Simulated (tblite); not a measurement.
Record of a relaxation.

C5H5N.
Atom-mapped SMILES: `[cH:1]1[cH:2][cH:3][n:4][cH:5][cH:6]1` (hydrogens: H7 on C1; H8 on C2; H9 on C3; H10 on C5; H11 on C6)

Computed with GFN2-xTB (tblite), gas phase: L-BFGS steps from a force-field or distance-geometry start until the largest atomic force falls under 0.01 eV/Å. 14 of its 15 geometries are shown.

Step 0: E = -439.2213 eV, largest atomic force 2.648 eV/Å
```
atom  x, y, z in Å  |  force x, y, z in eV/Å
C1      0.108    1.166   -0.021   -1.209  -0.180  -0.077
C2      1.236    0.387   -0.005    0.784   0.053   0.165
C3      1.117   -1.002    0.030   -2.367   1.172  -0.184
N4     -0.111   -1.558    0.015    0.611  -0.948   0.174
C5     -1.243   -0.845    0.007    1.947   0.315  -0.130
C6     -1.130    0.530   -0.025   -1.146   0.668   0.047
H7      0.109    2.241   -0.042    0.294   0.139  -0.004
H8      2.200    0.883    0.011    0.022  -0.230  -0.031
H9      2.014   -1.571    0.047    0.035  -0.801   0.011
H10    -2.220   -1.317    0.002    0.483  -0.289   0.017
H11    -2.076    1.087   -0.043    0.545   0.101   0.013
```

Step 1: E = -439.3499 eV, largest atomic force 0.976 eV/Å
```
atom  x, y, z in Å  |  force x, y, z in eV/Å
C1      0.091    1.163   -0.022   -0.148  -0.007  -0.045
C2      1.247    0.388   -0.003   -0.727   0.597   0.089
C3      1.084   -0.985    0.027    0.400  -0.001  -0.080
N4     -0.102   -1.572    0.017   -0.224  -0.580   0.108
C5     -1.215   -0.840    0.005    0.399  -0.121  -0.094
C6     -1.147    0.540   -0.025   -0.092  -0.004   0.037
H7      0.114    2.243   -0.042    0.215   0.025  -0.002
H8      2.201    0.880    0.010    0.253  -0.119  -0.020
H9      2.015   -1.583    0.047   -0.940  -0.090  -0.012
H10    -2.213   -1.321    0.002    0.975  -0.046   0.016
H11    -2.068    1.089   -0.043   -0.113   0.347   0.002
```

Step 2: E = -439.3951 eV, largest atomic force 0.844 eV/Å
```
atom  x, y, z in Å  |  force x, y, z in eV/Å
C1      0.085    1.163   -0.023   -0.186   0.347  -0.025
C2      1.238    0.397   -0.001   -0.342   0.116   0.060
C3      1.082   -0.981    0.026    0.181  -0.050  -0.039
N4     -0.103   -1.583    0.020    0.166  -0.176   0.064
C5     -1.203   -0.841    0.003   -0.018  -0.084  -0.054
C6     -1.152    0.542   -0.024    0.109  -0.174   0.015
H7      0.118    2.244   -0.042    0.154  -0.003  -0.002
H8      2.204    0.878    0.010    0.046  -0.140  -0.017
H9      2.001   -1.587    0.047   -0.747  -0.068  -0.013
H10    -2.197   -1.322    0.002    0.840  -0.077   0.011
H11    -2.068    1.094   -0.043   -0.204   0.310   0.001
```

Step 3: E = -439.4416 eV, largest atomic force 0.465 eV/Å
```
atom  x, y, z in Å  |  force x, y, z in eV/Å
C1      0.069    1.173   -0.025    0.273   0.100   0.031
C2      1.225    0.408    0.003   -0.058  -0.133  -0.019
C3      1.076   -0.975    0.022   -0.002  -0.013   0.046
N4     -0.097   -1.602    0.024    0.071   0.459  -0.031
C5     -1.186   -0.843    0.000    0.040  -0.100   0.031
C6     -1.157    0.541   -0.022   -0.024  -0.017  -0.037
H7      0.127    2.245   -0.042    0.024   0.254  -0.006
H8      2.209    0.870    0.009   -0.260  -0.159  -0.009
H9      1.967   -1.595    0.046   -0.200  -0.123  -0.011
H10    -2.156   -1.327    0.003    0.200  -0.292   0.001
H11    -2.072    1.109   -0.043   -0.064   0.022   0.004
```

Step 4: E = -439.4500 eV, largest atomic force 0.333 eV/Å
```
atom  x, y, z in Å  |  force x, y, z in eV/Å
C1      0.071    1.175   -0.025    0.015   0.094   0.028
C2      1.221    0.408    0.004    0.084  -0.139  -0.023
C3      1.075   -0.974    0.022    0.017   0.042   0.046
N4     -0.095   -1.598    0.024    0.101   0.243  -0.031
C5     -1.182   -0.845   -0.001   -0.107   0.147   0.029
C6     -1.159    0.541   -0.023    0.109   0.043  -0.033
H7      0.129    2.249   -0.043    0.018   0.190  -0.004
H8      2.206    0.867    0.009   -0.216  -0.125  -0.006
H9      1.958   -1.599    0.046   -0.066  -0.147  -0.008
H10    -2.146   -1.333    0.003    0.079  -0.324   0.000
H11    -2.073    1.112   -0.043   -0.034  -0.024   0.003
```

Step 5: E = -439.4594 eV, largest atomic force 0.277 eV/Å
```
atom  x, y, z in Å  |  force x, y, z in eV/Å
C1      0.072    1.180   -0.024   -0.040   0.116   0.013
C2      1.218    0.407    0.004    0.038   0.008  -0.019
C3      1.075   -0.972    0.023    0.023   0.019   0.030
N4     -0.091   -1.591    0.024   -0.049   0.023  -0.018
C5     -1.179   -0.843    0.000   -0.103   0.159   0.018
C6     -1.158    0.542   -0.024    0.012   0.180  -0.018
H7      0.132    2.258   -0.043    0.009   0.023   0.001
H8      2.198    0.860    0.008   -0.010  -0.013  -0.003
H9      1.946   -1.606    0.046    0.106  -0.160  -0.002
H10    -2.132   -1.346    0.003   -0.033  -0.275  -0.002
H11    -2.076    1.114   -0.043    0.048  -0.081   0.000
```

Step 6: E = -439.4633 eV, largest atomic force 0.178 eV/Å
```
atom  x, y, z in Å  |  force x, y, z in eV/Å
C1      0.073    1.184   -0.024   -0.084   0.035   0.000
C2      1.217    0.406    0.003    0.003   0.068  -0.007
C3      1.076   -0.971    0.024    0.008  -0.020   0.010
N4     -0.091   -1.587    0.024   -0.088  -0.056  -0.002
C5     -1.180   -0.840    0.000   -0.082   0.132   0.003
C6     -1.158    0.546   -0.025    0.032   0.112   0.001
H7      0.133    2.263   -0.043    0.017  -0.002   0.002
H8      2.195    0.857    0.008    0.103   0.047  -0.003
H9      1.942   -1.613    0.045    0.109  -0.112   0.000
H10    -2.127   -1.357    0.003   -0.023  -0.177  -0.002
H11    -2.076    1.114   -0.043    0.003  -0.029  -0.003
```

Step 8: E = -439.4662 eV, largest atomic force 0.083 eV/Å
```
atom  x, y, z in Å  |  force x, y, z in eV/Å
C1      0.072    1.188   -0.023   -0.001  -0.033  -0.006
C2      1.217    0.408    0.003    0.027   0.014   0.006
C3      1.077   -0.971    0.025   -0.014  -0.021  -0.008
N4     -0.094   -1.583    0.023   -0.021  -0.002   0.010
C5     -1.183   -0.835    0.001   -0.017  -0.016  -0.006
C6     -1.158    0.552   -0.025   -0.024  -0.007   0.013
H7      0.135    2.267   -0.043    0.016   0.001   0.002
H8      2.196    0.856    0.007    0.070   0.045  -0.003
H9      1.943   -1.621    0.045    0.001   0.001   0.001
H10    -2.123   -1.372    0.003    0.010  -0.023  -0.004
H11    -2.077    1.114   -0.043   -0.046   0.040  -0.005
```

Step 9: E = -439.4665 eV, largest atomic force 0.046 eV/Å
```
atom  x, y, z in Å  |  force x, y, z in eV/Å
C1      0.072    1.188   -0.023    0.021  -0.021  -0.002
C2      1.217    0.408    0.003    0.028  -0.014   0.004
C3      1.077   -0.972    0.025    0.002   0.008  -0.005
N4     -0.095   -1.583    0.024    0.005   0.017   0.007
C5     -1.184   -0.834    0.001   -0.004  -0.018  -0.002
C6     -1.158    0.552   -0.025   -0.030  -0.020   0.008
H7      0.136    2.267   -0.043    0.011  -0.010   0.002
H8      2.198    0.857    0.007    0.020   0.021  -0.003
H9      1.943   -1.621    0.045   -0.024   0.014   0.000
H10    -2.122   -1.374    0.003    0.002  -0.010  -0.004
H11    -2.078    1.114   -0.043   -0.030   0.034  -0.004
```

Step 10: E = -439.4667 eV, largest atomic force 0.034 eV/Å
```
atom  x, y, z in Å  |  force x, y, z in eV/Å
C1      0.072    1.188   -0.024    0.008  -0.025   0.002
C2      1.218    0.408    0.003    0.018  -0.004   0.000
C3      1.077   -0.972    0.025    0.002   0.008  -0.001
N4     -0.096   -1.583    0.024    0.021   0.026   0.003
C5     -1.184   -0.834    0.001   -0.002  -0.016   0.001
C6     -1.159    0.552   -0.025   -0.005  -0.001   0.003
H7      0.136    2.267   -0.043    0.008  -0.017   0.002
H8      2.200    0.858    0.007   -0.009   0.005  -0.003
H9      1.943   -1.622    0.045   -0.025   0.012   0.000
H10    -2.122   -1.375    0.003   -0.004  -0.008  -0.004
H11    -2.079    1.115   -0.043   -0.011   0.021  -0.003
```

Step 11: E = -439.4667 eV, largest atomic force 0.026 eV/Å
```
atom  x, y, z in Å  |  force x, y, z in eV/Å
C1      0.072    1.187   -0.024    0.003  -0.008   0.004
C2      1.219    0.408    0.003    0.002  -0.004  -0.002
C3      1.077   -0.972    0.025    0.009   0.020   0.002
N4     -0.095   -1.583    0.024    0.010   0.015   0.000
C5     -1.185   -0.835    0.001    0.001   0.004   0.003
C6     -1.160    0.552   -0.024   -0.002  -0.005   0.000
H7      0.137    2.266   -0.043    0.005  -0.025   0.001
H8      2.200    0.859    0.007   -0.015   0.000  -0.003
H9      1.942   -1.621    0.045   -0.013   0.002   0.000
H10    -2.122   -1.376    0.003   -0.007  -0.008  -0.003
H11    -2.080    1.116   -0.043    0.008   0.008  -0.001
```

Step 12: E = -439.4668 eV, largest atomic force 0.019 eV/Å
```
atom  x, y, z in Å  |  force x, y, z in eV/Å
C1      0.072    1.186   -0.024   -0.008  -0.006   0.004
C2      1.219    0.408    0.003   -0.004   0.008  -0.003
C3      1.077   -0.971    0.025    0.003   0.006   0.003
N4     -0.095   -1.582    0.024    0.004   0.008   0.000
C5     -1.185   -0.835    0.001   -0.004   0.003   0.003
C6     -1.160    0.552   -0.024    0.004   0.005  -0.002
H7      0.137    2.266   -0.043    0.004  -0.019   0.001
H8      2.200    0.859    0.007   -0.012   0.001  -0.003
H9      1.942   -1.621    0.045   -0.001  -0.004   0.000
H10    -2.122   -1.376    0.003   -0.002  -0.004  -0.003
H11    -2.080    1.117   -0.043    0.017   0.001  -0.001
```

Step 13: E = -439.4668 eV, largest atomic force 0.015 eV/Å
```
atom  x, y, z in Å  |  force x, y, z in eV/Å
C1      0.072    1.186   -0.023   -0.007   0.000   0.003
C2      1.220    0.408    0.003   -0.007   0.005  -0.002
C3      1.077   -0.971    0.025    0.002   0.003   0.002
N4     -0.095   -1.582    0.024   -0.005  -0.001   0.000
C5     -1.185   -0.835    0.001   -0.002   0.006   0.002
C6     -1.160    0.552   -0.024    0.002  -0.002  -0.001
H7      0.137    2.265   -0.042    0.002  -0.009   0.001
H8      2.200    0.860    0.007   -0.004   0.005  -0.003
H9      1.942   -1.622    0.045    0.005  -0.006   0.000
H10    -2.122   -1.377    0.002    0.000  -0.002  -0.002
H11    -2.080    1.117   -0.043    0.015   0.001  -0.001
```

Step 14: E = -439.4668 eV, largest atomic force 0.010 eV/Å
```
atom  x, y, z in Å  |  force x, y, z in eV/Å
C1      0.072    1.186   -0.023   -0.004   0.000   0.002
C2      1.220    0.409    0.003   -0.004   0.002  -0.001
C3      1.077   -0.971    0.025   -0.001  -0.004   0.002
N4     -0.095   -1.581    0.024   -0.004  -0.003   0.001
C5     -1.185   -0.835    0.001   -0.002   0.000   0.001
C6     -1.160    0.552   -0.024    0.000  -0.001   0.000
H7      0.137    2.264   -0.042    0.001   0.000   0.001
H8      2.200    0.860    0.007   -0.002   0.007  -0.003
H9      1.942   -1.622    0.045    0.005  -0.004   0.000
H10    -2.122   -1.377    0.002    0.002   0.000  -0.002
H11    -2.079    1.118   -0.043    0.009   0.003  -0.001
```

**Question.** Summarise the path.

**Answer.** The energy falls by 0.2455 eV from step 0 to step 14; nine tenths of that is first reached at step 4. It falls at every step. The largest force goes from 2.648 to 0.010 eV/Å. Among the bonds C3–N4 changes most, from 1.349 to 1.322 Å; the atoms move by 0.056 Å rms after alignment.

The cost below is that of the whole relaxation. On Arm Neoverse V1, one thread, shared host with 32 logical CPUs at a one-minute load of 20, this took under 0.1 s wall.
